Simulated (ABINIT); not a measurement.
Runs of ABINIT 10.8.3 (patched build) on Bi. Symmetry: R-3m, No. 166, trigonal system. The conventional cell has a = 4.535 Å, b = 4.535 Å, c = 11.814 Å, α = 90.00°, β = 90.00°, γ = 120.00°. Around Bi (site symmetry 3m) lie 6 Bi at 3.06 to 3.52 Å. 

```tsv
task	level	potentials or basis	cell	k mesh	cutoff (eV)	cell freedom (optcell)	cutoff smearing ecutsm (Ha)	optimiser (ionmov)	force stop (Ha/bohr)	fine-grid cutoff	gap on the mesh (eV)	pressure (GPa)	relaxed volume (Å³/atom)	largest force (eV/Å)
relaxation of cell and atoms	LDA	JTH PAW LDA v2.0	relaxed	6 × 6 × 6	816	2	0.5	2	0.0001	1414.99 eV	none	0.0	33.77	-
relaxation of cell and atoms	PBEsol	JTH PAW PBE v2.0	relaxed	7 × 7 × 7	599	2	0.5	22	0.0005	1197.3 eV	(c)	0.1	34.27	-
band structure	PBE	JTH PAW PBE v2.0	as given	7 × 7 × 7	599	-	-	-	-	1197.3 eV	-	2.1	-	0.21
relaxation of cell and atoms	r2SCAN	JTH PAW PBE v2.0	relaxed	6 × 6 × 6	707	2	0.5	2	0.0001	1306.15 eV	none	-	36.80	-
single point	PBEsol	PseudoDojo NC SR PBEsol v0.4.1 standard	as given	7 × 7 × 7	898	-	-	-	-	-	0.26	(a)	-	(b)
```

Alike in all rows: no spin polarisation; smearing fermi-dirac 0.05 eV.

Problem. Estimate the missing entries.

Solution. (a) -0.3; (b) 0.15; (c) 0.24.

Caveats: spin-orbit coupling is left out, which moves the levels of the heavy elements (some runs); the PAW data sets were made with another functional, which shifts forces and pressure a little (some runs); spin-orbit coupling is left out, which as a rule narrows the gap of such compounds by several tenths of an eV (some runs); an odd mesh through Γ misses points on the zone boundary, where band edges often lie (some runs).

A k mesh can miss the band edges, and the runs leave out spin-orbit coupling on Bi.

A gap of «none» marks a metal or a gap under the smearing width.

Not every run made on this cell is shown here.
